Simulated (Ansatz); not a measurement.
Take a crystal in which S has been replaced by Te on all its sites, with the cell rescaled by a rough guess (in some cases also distorted within its space group) and nothing relaxed:

```
Pb Te
1.0
     0.00000    3.08351    3.08351
     3.08351    0.00000    3.08351
     3.08351    3.08351    0.00000
Pb Te
1 1
Direct
  0.00000 0.00000 0.00000
  0.50000 0.50000 0.50000
```

The calculation used DFT PBE, scalar-relativistic, plane waves, PAW in Ansatz.

Plane waves to 420 eV, a k mesh through Γ of 10×10×10 on the computed 2-atom cell and Gaussian smearing (0.02 eV); no spin polarisation.

Task: Will this cell want to expand or contract, and how hard?

Result: The pressure is 11.2 GPa (positive in compression), so the cell would expand.

Task: Is it a metal on this mesh?

Result: No: the gap is 0.36 eV, the least direct gap 0.36 eV.

Task: What is its energy against the elements in their standard states?

Result: -0.228 eV/atom at this unrelaxed geometry, with the elements in the same functional.

Spin-orbit coupling is left out, which matters for the bands of heavy elements.